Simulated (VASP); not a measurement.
# PtS2 (C2/m) in VASP: further runs

Runs on PtS2. Level: LDA+U. Tasks: single point.

Everything below comes from runs of VASP 6.6.1. Logs are shortened: lines on timing, memory, paths and dates and some standing lists are left out, and cuts for length are marked.

### Step 1. The structure

Symmetry: C2/m, No. 12, monoclinic system. Conventional cell: a = 6.233 Å, b = 3.821 Å, c = 4.395 Å, α = 90.00°, β = 90.04°, γ = 90.00°. Pt (site symmetry 2/m) is surrounded by 6 S at 2.32 to 2.58 Å. S (site symmetry m) is surrounded by 3 Pt at 2.32 to 2.58 Å.

The cell was built by a generator and isn't the measured one.

### Step 2. Single point, LDA+U, collinear spin, ferromagnetic start

INCAR

```
  PREC = Accurate
  ENCUT = 520
  EDIFF = 1E-6
  ISMEAR = 0
  SIGMA = 0.05
  LREAL = False
  LASPH = True
  NELM = 100
  ALGO = Normal
  ISIF = 2
  LWAVE = False
  LCHARG = False
  ISPIN = 2
  MAGMOM = 0.5 0 0
  LORBIT = 11
  LMAXMIX = 4
  LDAU = True
  LDAUTYPE = 2
  LDAUL = 2 -1
  LDAUU = 3 0
  LDAUJ = 0 0
  LDAUPRINT = 1
```

KPOINTS

```
Automatic mesh
0
Gamma
  6 6 4
```

POSCAR

```
PtS2
1.0
    3.1165126000     -1.9104842100      0.0000000000
    3.1165126000      1.9104842100      0.0000000000
   -0.0030682400      0.0000000000      4.3949362900
Pt S
1 2
Direct
    0.0000000000      0.0000000000      0.0000000000
    0.6879000000      0.6879000000      0.2889000000
    0.3121000000      0.3121000000      0.7111000000
```

Potentials or basis: VASP PAW LDA potentials, release 64 (Pt, S).

On the command line:

```
cat potpaw_LDA.64/Pt/POTCAR potpaw_LDA.64/S/POTCAR > POTCAR
mpirun -np 1 vasp_std > vasp.out
```

OUTCAR:

```text
PREC = Accurate
   ENCUT = 520
   EDIFF = 1E-6
   ISMEAR = 0
   LREAL = False
   LASPH = True
   NELM = 100
   ISIF = 2
   ISPIN = 2
   LORBIT = 11

 ion  position               nearest neighbor table
   1  0.000  0.000  0.000-   2 2.32   3 2.32   2 2.58   2 2.58   3 2.58   3 2.58
   2  0.688  0.688  0.289-   1 2.32   1 2.58   1 2.58   3 2.77   3 2.77
   3  0.312  0.312  0.711-   1 2.32   1 2.58   1 2.58   2 2.77   2 2.77

  LATTYP: Found a base centered monoclinic cell.
 ALAT       =     6.2330252000
 B/A-ratio  =     0.6130198896
 C/A-ratio  =     0.7051050204
 COS(beta)  =    -0.0006981305

  Lattice vectors:

 A1 = (   3.1165126000,  -1.9104842100,   0.0000000000)
 A2 = (   3.1165126000,   1.9104842100,   0.0000000000)
 A3 = (  -0.0030682400,   0.0000000000,   4.3949362900)

Analysis of symmetry for initial positions (statically):
=====================================================================
 Subroutine PRICEL returns:
 Original cell was already a primitive cell.

 Routine SETGRP: Setting up the symmetry group for a
 base centered monoclinic supercell.

 Subroutine GETGRP returns: Found  4 space group operations
 (whereof  4 operations were pure point group operations)
 out of a pool of  4 trial point group operations.

The static configuration has the point symmetry C_2h.

Analysis of symmetry for dynamics (positions and initial velocities):
=====================================================================
 Subroutine PRICEL returns:
 Original cell was already a primitive cell.

 Routine SETGRP: Setting up the symmetry group for a
 base centered monoclinic supercell.

 Subroutine GETGRP returns: Found  4 space group operations
 (whereof  4 operations were pure point group operations)
 out of a pool of  4 trial point group operations.

The dynamic configuration has the point symmetry C_2h.

Analysis of structural, dynamic, and magnetic symmetry:
=====================================================================
 Subroutine PRICEL returns:
 Original cell was already a primitive cell.

 Routine SETGRP: Setting up the symmetry group for a
 base centered monoclinic supercell.

 Subroutine GETGRP returns: Found  4 space group operations
 (whereof  4 operations were pure point group operations)
 out of a pool of  4 trial point group operations.

The overall configuration has the point symmetry C_2h.

 Subroutine INISYM returns: Found  4 space group operations
 (whereof  4 operations are pure point group operations),
 and found     1 'primitive' translations

----------------------------------------------------------------------------------------

                                     Primitive cell

  volume of cell :      52.3353

  direct lattice vectors                    reciprocal lattice vectors
     3.116512600 -1.910484210  0.000000000     0.160435738 -0.261713757  0.000112005
     3.116512600  1.910484210  0.000000000     0.160435738  0.261713757  0.000112005
    -0.003068240  0.000000000  4.394936290     0.000000000  0.000000000  0.227534584

  length of vectors
     3.655489119  3.655489119  4.394937361     0.306975128  0.306975128  0.227534584

  position of ions in fractional coordinates (direct lattice)
     0.000000000  0.000000000  0.000000000
     0.687900000  0.687900000  0.288900000
     0.312100000  0.312100000  0.711100000

  ion indices of the primitive-cell ions
   primitive index   ion index
                 1           1
                 2           2
                 3           3

----------------------------------------------------------------------------------------

 KPOINTS: Automatic mesh

Automatic generation of k-mesh.
 Grid dimensions read from file:
 generate k-points for:    6    6    4

 Generating k-lattice:

  Cartesian coordinates                     Fractional coordinates (reciprocal lattice)
     0.026739290 -0.043618959  0.000018668     0.166666667  0.000000000  0.000000000
     0.026739290  0.043618959  0.000018668     0.000000000  0.166666667  0.000000000
     0.000000000  0.000000000  0.056883646     0.000000000  0.000000000  0.250000000

  Length of vectors
     0.051162521  0.051162521  0.056883646

  Shift w.r.t. Gamma in fractional coordinates (k-lattice)
     0.000000000  0.000000000  0.000000000

 Subroutine IBZKPT returns following result:
 ===========================================

 Found     47 irreducible k-points:

 Following reciprocal coordinates:
[... 41 lines left out ...]
   LASPH  =      T    aspherical Exc in radial PAW
   ENCUT  =  520.0 eV  38.22 Ry    6.18 a.u.   6.80  6.80  8.17*2*pi/ulx,y,z
   NELM   =    100;   NELMIN=  2; NELMDL= -5     # of ELM steps
   EDIFF  = 0.1E-05   stopping-criterion for ELM
   LREAL  =      F    real-space projection
   EDIFFG = 0.1E-04   stopping-criterion for IOM
   NSW    =      0    number of steps for IOM
   IBRION =     -1    ionic relax: 0-MD 1-quasi-New 2-CG
   NFREE  =      0    steps in history (QN), initial steepest desc. (CG)
   ISIF   =      2    stress and relaxation
   ISYM   =      2    0-nonsym 1-usesym 2-fastsym
   POTIM  = 0.5000    time-step for ionic-motion
   TEBEG  =    0.0;   TEEND  =   0.0 temperature during run
   PSTRESS=    0.0 pullay stress
   NELECT =      22.0000    total number of electrons
   NUPDOWN=      -1.0000    fix difference up-down
   EMIN   =  10.00;   EMAX   =-10.00  energy-range for DOS
   EFERMI =   0.00;   METHOD = LEGACY
   ISMEAR =     0;   SIGMA  =   0.05  broadening in eV -4-tet -1-fermi 0-gaus
   EFERMI_NEDOS =   21; number of points for ismear=-14 and -15
   IALGO  =     38    algorithm
   IMIX   =      4    mixing-type and parameters
     AMIX     =   0.40;   BMIX     =  1.00
     AMIX_MAG =   1.60;   BMIX_MAG =  1.00
  volume/ion in A,a.u.               =      17.45       117.73
  Fermi-wavevector in a.u.,A,eV,Ry     =   1.226358  2.317481 20.462550  1.503955
  Thomas-Fermi vector in A             =   2.361362
   LORBIT       =     11    0 simple, 1 ext, 2 COOP (PROOUT), +10 PAW based schemes
 LDA+U is selected, type is set to LDAUTYPE =  2
   angular momentum for each species LDAUL =     2   -1
   U (eV)           for each species LDAUU =   3.0  0.0
   J (eV)           for each species LDAUJ =   0.0  0.0
   GGA     = CA    functional components
   LHFCALC =     F    Hartree Fock is set to
   AEXX    =    0.0000 exact exchange contribution
   IVDW    =     0    specifies the selected vdW correction
   LEPSILON=     F    determine dielectric tensor
   LRPA    =     F    only Hartree local field effects (RPA)
 spin polarized calculation
 Gauss-broadening in eV      SIGMA  =   0.05
  energy-cutoff  :      520.00
  volume of cell :       52.34
 maximum number of plane-waves:      1429
   NGX = 13   NGY = 13   NGZ = 17

 number of electron      21.9999995 magnetization       0.0113268

 Free energy of the ion-electron system (eV)
  ---------------------------------------------------
  ext. energy  EPLUGINS =         0.00000000
  ---------------------------------------------------
  free energy    TOTEN  =       -15.97199860 eV

  energy without entropy =      -15.97098027  energy(sigma->0) =      -15.97148944

atom =   1  type =  1  l = 2

 onsite density matrix

spin component  1

  0.8403 -0.0916  0.0000  0.0000  0.0000
 -0.0916  0.7927  0.0000  0.0000  0.0000
  0.0000  0.0000  0.9108  0.0099 -0.0043
  0.0000  0.0000  0.0099  0.7584  0.1131
  0.0000  0.0000 -0.0043  0.1131  0.8289

spin component  2

  0.8404 -0.0918  0.0000  0.0000  0.0000
 -0.0918  0.7928  0.0000  0.0000  0.0000
  0.0000  0.0000  0.9111  0.0099 -0.0043
  0.0000  0.0000  0.0099  0.7585  0.1132
  0.0000  0.0000 -0.0043  0.1132  0.8292

 occupancies and eigenvectors

  o =  0.6747  v =  0.0000  0.0000  0.0446 -0.8050  0.5915  0.0000  0.0000  0.0000  0.0000  0.0000      0.0000  0.0000  0.0000  0.0000  0.0000  0.0000  0.0000  0.0000  0.0000  0.0000
  o =  0.6748  v =  0.0000  0.0000  0.0000  0.0000  0.0000  0.0000  0.0000  0.0446 -0.8051  0.5915      0.0000  0.0000  0.0000  0.0000  0.0000  0.0000  0.0000  0.0000  0.0000  0.0000
  o =  0.7218  v =  0.0000  0.0000  0.0000  0.0000  0.0000 -0.6118 -0.7910  0.0000  0.0000  0.0000      0.0000  0.0000  0.0000  0.0000  0.0000  0.0000  0.0000  0.0000  0.0000  0.0000
  o =  0.7218  v = -0.6118 -0.7910  0.0000  0.0000  0.0000  0.0000  0.0000  0.0000  0.0000  0.0000      0.0000  0.0000  0.0000  0.0000  0.0000  0.0000  0.0000  0.0000  0.0000  0.0000
  o =  0.9093  v =  0.0000  0.0000 -0.7639  0.3541  0.5395  0.0000  0.0000  0.0000  0.0000  0.0000      0.0000  0.0000  0.0000  0.0000  0.0000  0.0000  0.0000  0.0000  0.0000  0.0000
  o =  0.9095  v =  0.0000  0.0000  0.0000  0.0000  0.0000  0.0000  0.0000 -0.7672  0.3516  0.5364      0.0000  0.0000  0.0000  0.0000  0.0000  0.0000  0.0000  0.0000  0.0000  0.0000
  o =  0.9111  v = -0.7910  0.6118  0.0000  0.0000  0.0000  0.0000  0.0000  0.0000  0.0000  0.0000      0.0000  0.0000  0.0000  0.0000  0.0000  0.0000  0.0000  0.0000  0.0000  0.0000
  o =  0.9114  v =  0.0000  0.0000  0.0000  0.0000  0.0000 -0.7910  0.6118  0.0000  0.0000  0.0000      0.0000  0.0000  0.0000  0.0000  0.0000  0.0000  0.0000  0.0000  0.0000  0.0000
  o =  0.9141  v =  0.0000  0.0000 -0.6438 -0.4760 -0.5992  0.0000  0.0000  0.0000  0.0000  0.0000      0.0000  0.0000  0.0000  0.0000  0.0000  0.0000  0.0000  0.0000  0.0000  0.0000
  o =  0.9144  v =  0.0000  0.0000  0.0000  0.0000  0.0000  0.0000  0.0000 -0.6398 -0.4778 -0.6020      0.0000  0.0000  0.0000  0.0000  0.0000  0.0000  0.0000  0.0000  0.0000  0.0000

 number of electron      21.9999995 magnetization       0.0003533

 Free energy of the ion-electron system (eV)
  ---------------------------------------------------
  ext. energy  EPLUGINS =         0.00000000
  ---------------------------------------------------
  free energy    TOTEN  =       -15.53001399 eV

  energy without entropy =      -15.52756092  energy(sigma->0) =      -15.52878746

 E-fermi :   7.0439     XC(G=0): -11.3530

 val. band max:        7.0398092835   @ k =   0.3333   0.3333   0.5000
 cond. band min:       7.0677984539   @ k =   0.0000   0.0000   0.0000
 fundamental gap:      0.0279891705
 Fermi energy:         7.0439189555

 spin component 1

 k-point     1 :       0.0000    0.0000    0.0000
  band No.  band energies     occupation
      1      -8.1629      1.00000
      2      -4.3607      1.00000
      3       0.0335      1.00000
      4       0.8741      1.00000
      5       0.9471      1.00000
      6       3.2034      1.00000
      7       3.2554      1.00000
      8       4.7550      1.00000
      9       5.6952      1.00000
     10       6.5000      1.00000
     11       7.0678      0.24971
     12       7.5633      0.00000
[... 841 lines left out ...]
      4       1.0633      1.00000
      5       1.8450      1.00000
      6       2.2166      1.00000
      7       3.2086      1.00000
      8       3.7765      1.00000
      9       4.9870      1.00000
     10       5.1626      1.00000
     11       6.1248      1.00000
     12       7.8785      0.00000
     13       9.1089      0.00000
     14      12.4657      0.00000
     15      14.0154      0.00000

 [... further k-points ...]

------------------------ aborting loop because EDIFF is reached ----------------------------------------

  FORCE on cell =-STRESS in cart. coord.  units (eV):
  Direction    XX          YY          ZZ          XY          YZ          ZX
  --------------------------------------------------------------------------------------
  -------------------------------------------------------------------------------------
  Total       -3.2559072     -7.0914164     -2.9938981      0.0000000      0.0000000     -1.9290780
  in kB      -99.6753294   -217.0944142    -91.6542647      0.0000000      0.0000000    -59.0561943
  external PRESSURE =    -136.1413361 kB  Pullay stress =       0.0000000 kB

 VOLUME and BASIS-vectors are now :
 -----------------------------------------------------------------------------
  energy-cutoff  :      520.00
  volume of cell :       52.34
      direct lattice vectors                 reciprocal lattice vectors
     3.116512600 -1.910484210  0.000000000     0.160435738 -0.261713757  0.000112005
     3.116512600  1.910484210  0.000000000     0.160435738  0.261713757  0.000112005
    -0.003068240  0.000000000  4.394936290     0.000000000  0.000000000  0.227534584

 POSITION                                       TOTAL-FORCE (eV/Angst)
 -----------------------------------------------------------------------------------
      0.00000      0.00000      0.00000        -0.000000      0.000000      0.000000
      4.28681      0.00000      1.26970        -0.782497      0.000000     -1.237377
      1.94315      0.00000      3.12524         0.782497      0.000000      1.237377
 -----------------------------------------------------------------------------------
    total drift:                               -0.000000     -0.000000      0.000000

  FREE ENERGIE OF THE ION-ELECTRON SYSTEM (eV)
  ---------------------------------------------------
  free  energy   TOTEN  =       -15.5300139933 eV

  energy  without entropy=      -15.5275609245  energy(sigma->0) =      -15.52878746

 total charge

# of ion       s       p       d       tot
------------------------------------------
    1        0.635   0.601   8.208   9.443
    2        1.379   2.171   0.000   3.550
    3        1.379   2.171   0.000   3.550
--------------------------------------------------
tot          3.392   4.943   8.208  16.542

 magnetization (x)

# of ion       s       p       d       tot
------------------------------------------
    1        0.000   0.000   0.000   0.000
    2        0.000  -0.000   0.000  -0.000
    3        0.000  -0.000   0.000  -0.000
--------------------------------------------------
tot          0.000  -0.000   0.000   0.000
```

Wall time 49 s (1 thread of Intel Xeon Platinum 8259CL at 2.50GHz (Skylake/Cascade Lake), shared host); peak memory 0.2 GiB.

Results:

```yaml
Free_energy: -15.5300 eV
Pressure: -13.6 GPa
Largest_force: 1.464 eV/Å
Band_gap_on_the_k_mesh: none (metal or under the smearing width)
Net_moment: 0.00 μB per cell
Valence_electrons_inside_the_program's_atomic_spheres: Pt 9.44; S 3.55
```

Forces in eV/Å, atoms in the order of the input:
```
Pt   0.000  0.000  0.000
S   -0.782  0.000 -1.237
S    0.782  0.000  1.237
```

Stress tensor (GPa, compression positive):
```
 -9.97   0.00  -5.91
  0.00 -21.71   0.00
 -5.91   0.00  -9.17
```

Eigenvalues of the final occupation matrices:
| site | spin | trace | eigenvalues |
| --- | --- | --- | --- |
| site 1 d | 1 | 4.13 | 0.67 0.72 0.91 0.91 0.91 |
| site 1 d | 2 | 4.13 | 0.67 0.72 0.91 0.91 0.91 |

Caveat: forces of over 1 eV/Å show positions far from the minimum, so gaps and moduli don't describe the material at rest. The run has no spin-orbit coupling, so splittings on Pt are missing.

### Step 3. Single point, LDA+U, collinear spin, ferromagnetic start

INCAR

```
ALGO = Normal ; EDIFF = 1E-7
ENCUT = 520 ; GGA = CA
ISIF = 2 ; ISMEAR = 0
ISPIN = 2 ; LASPH = T
LCHARG = T ; LDAU = T
LDAUJ = 0 0 ; LDAUL = 2 -1
LDAUPRINT = 1 ; LDAUTYPE = 2
LDAUU = 3 0 ; LELF = T
LMAXMIX = 4 ; LORBIT = 11
LREAL = F ; LVHAR = T
LWAVE = F ; MAGMOM = 0.5 0 0
NELM = 60 ; PREC = Accurate
SIGMA = 0.05
```

KPOINTS

```
k-points
0
Gamma
  6 6 4
```

POSCAR is that of step 2.

Potentials or basis: VASP PAW LDA potentials, release 64 (Pt, S).

On the command line:

```
cat potpaw_LDA.64/Pt/POTCAR potpaw_LDA.64/S/POTCAR > POTCAR
mpirun -np 1 vasp_std > vasp.out
```

Run time: 59 s. Hardware: 1 thread of Intel Xeon Platinum 8259CL at 2.50GHz (Skylake/Cascade Lake), shared host; peak memory 0.2 GiB.

It converged, with:

| Quantity | Value |
| --- | --- |
| Free energy | -15.5300 eV |
| Pressure | -13.6 GPa |
| Largest force | 1.465 eV/Å |
| Band gap on the k mesh | none (metal or under the smearing width) |
| Net moment | 0.00 μB per cell |
| Valence electrons inside the program's atomic spheres | Pt 9.44; S 3.55 |

Forces on the atoms (eV/Å):
```
Pt   0.000  0.000  0.000
S   -0.783  0.000 -1.238
S    0.783  0.000  1.238
```

Stress tensor (GPa, compression positive):
```
 -9.96   0.00  -5.91
  0.00 -21.70   0.00
 -5.91   0.00  -9.15
```

Levels at points of the mesh, in eV from the Fermi level:
Spin up:
```tsv
k point	band 9	band 10	band 11	band 12	band 13	band 14
(0.00, 0.00, 0.00)	-1.35	-0.54	0.02	0.52	1.11	3.87
(0.50, 0.00, 0.00)	-3.17	-2.66	-2.66	0.41	2.72	6.23
(0.50, 0.50, 0.00)	-3.46	-2.56	-2.50	1.26	2.32	5.43
(0.00, 0.00, 0.50)	-2.40	-1.81	-1.65	2.27	2.48	5.95
(0.50, 0.00, 0.50)	-3.01	-2.07	-0.29	0.39	1.96	4.98
(0.50, 0.50, 0.50)	-2.80	-2.24	-1.54	-0.15	1.52	6.07
```
Spin down:
```
           k point  band 9  band 10  band 11  band 12  band 13  band 14
(0.00, 0.00, 0.00)   -1.35    -0.54     0.02     0.52     1.11     3.87
(0.50, 0.00, 0.00)   -3.17    -2.66    -2.66     0.41     2.72     6.23
(0.50, 0.50, 0.00)   -3.46    -2.56    -2.50     1.26     2.32     5.43
(0.00, 0.00, 0.50)   -2.40    -1.81    -1.65     2.27     2.48     5.95
(0.50, 0.00, 0.50)   -3.01    -2.07    -0.29     0.39     1.96     4.98
(0.50, 0.50, 0.50)   -2.80    -2.24    -1.54    -0.15     1.52     6.07
```

Eigenvalues of the final occupation matrices:
| site | spin | trace | eigenvalues |
| --- | --- | --- | --- |
| site 1 d | 1 | 4.13 | 0.67 0.72 0.91 0.91 0.91 |
| site 1 d | 2 | 4.13 | 0.67 0.72 0.91 0.91 0.91 |

Caveat: forces of over 1 eV/Å show positions far from the minimum, so gaps and moduli don't describe the material at rest. The state reached can hang on the start; a lower one may exist.
